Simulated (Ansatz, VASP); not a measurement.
# Two plane-wave programs on Tl

```
Tl
1.0
     0.00000    2.58966    2.52800
     2.58966    0.00000    2.52800
     2.58966    2.58966    0.00000
Tl
1
Direct
  0.00000 0.00000 0.00000
```

Change from the starting cell: strain +0.050 along x and y, +0.025 along z, atoms carried along.

Alike in both runs: task single point; functional LDA; k mesh 16 × 16 × 16; occupations gaussian, width 0.15 eV; no spin polarisation.

|  | VASP | Ansatz |
| --- | --- | --- |
| version | VASP 6.6.1 | Ansatz 0.2.0 |
| potentials or method | VASP PAW LDA potentials, release 64 (Tl_d) | scalar-relativistic, plane waves, PAW |
| plane-wave cutoff (eV) | 520 | 420 |
| valence electrons in the cell | 13 | 13 |

Ansatz gave:

- gap on the k mesh at the Fermi level (eV): none
- pressure (GPa): -5.4
- largest component of the traceless stress (GPa): 0.07

Which values does VASP return?

gap on the k mesh at the Fermi level (eV): none; pressure (GPa): -5.3; largest component of the traceless stress (GPa): 0.06.

A gap of «none» marks a metal or a gap that the smearing closes.

Spin-orbit coupling is left out, which matters for the levels of Tl.
